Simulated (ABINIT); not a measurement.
# Cu: single point with PBEsol

Crystal: Cu.

```
Cu
1.0
    -1.44279    1.44279    1.37608
     1.44279   -1.44279    1.37608
     1.44279    1.44279   -1.37608
Cu
1
Cartesian
  0.0000 0.0000 0.0000
```

This isn't the form of Cu at room conditions, which is fcc.

```yaml
Program: ABINIT 10.8.3 (patched build)
Task: single point
Functional: PBEsol
Potentials_or_basis: PseudoDojo NC SR PBEsol v0.4.1 standard
Cutoff: 1252 eV
k_mesh: 13 × 13 × 13
Occupations: fermi-dirac, width 0.05 eV
Spin: no spin polarisation
```

```yaml
Pressure: -1.7 GPa
Band_gap_on_the_k_mesh: none (metal or under the smearing width)
Valence_electrons_inside_the_program's_atomic_spheres: Cu 17.36 (radii [1.0584] Å)
```

Levels at points of the mesh, in eV from the Fermi level:
```tsv
k point	band 6	band 7	band 8	band 9	band 10	band 11	band 12	band 13	band 14
(0.00, 0.00, 0.00)	-3.22	-3.01	-3.01	-2.11	-1.89	24.92	24.92	26.18	28.85
```

It took 65 s on 1 thread of Arm Neoverse V2 (shared host), peak memory 0.11 GiB.
